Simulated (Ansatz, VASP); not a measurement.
## Ti: VASP beside Ansatz

The input INCAR:

```
ALGO = Normal
EDIFF = 1E-6
ENCUT = 520
GGA = PS
ISIF = 2
ISMEAR = -1
LASPH = True
LCHARG = False
LREAL = False
LWAVE = False
NBANDS = 12
NELM = 60
PREC = Accurate
SIGMA = 0.05
```

The input KPOINTS:

```
k-points
0
Gamma
  11 11 11
```

POSCAR

```
Ti
1.0
   -1.6410000000      1.6410000000      1.6410000000
    1.6410000000     -1.6410000000      1.6410000000
    1.6410000000      1.6410000000     -1.6410000000
Ti
1
Direct
    0.0000000000      0.0000000000      0.0000000000
```

File input.yaml:

```yaml
crystal:
  lattice:
    - [-1.641, 1.641, 1.641]
    - [1.641, -1.641, 1.641]
    - [1.641, 1.641, -1.641]
  atoms:
    - { symbol: Ti, position: [0.0, 0.0, 0.0] }
hamiltonian:
  xc: pbesol
  pseudopotentials: { kind: paw }
kpoints:
  mp_grid: { grid: [11, 11, 11] }
scf:
  occupations: { method: fermi_dirac, width: 0.05 }
output:
  forces: true
  stress: true
  eigenvalues: true
  write_density: true
  write_potential: true
  elf: true
  volumetric_format: npy
```

This isn't the form of Ti at room conditions, which is hcp.

Alike in both runs: task single point; functional PBEsol; k mesh 11 × 11 × 11; occupations fermi-dirac, width 0.05 eV; no spin polarisation.

|  | VASP | Ansatz |
| --- | --- | --- |
| version | VASP 6.6.1 | Ansatz 0.2.0 |
| potentials or method | VASP PAW PBE potentials, release 64 (Ti_sv) | Ansatz PAW |
| plane-wave cutoff (eV) | 520 | 420 |
| valence electrons in the cell | 12 | 12 |

|  | VASP | Ansatz | Ansatz less VASP |
| --- | --- | --- | --- |
| gap on the k mesh at the Fermi level (eV) | none | none | - |
| pressure (GPa) | -7.0 | -6.8 | +0.18 |

A gap of «none» marks a metal or a gap that the smearing closes. The functional is the same, so the differences come from potentials, cutoffs and numerics.

Caveats: the PAW data sets were made with another functional, which shifts forces and pressure a little (VASP); the PAW data sets come from PBE, with cores solved anew for the run's functional, which leaves a small shift of forces and pressure (Ansatz).
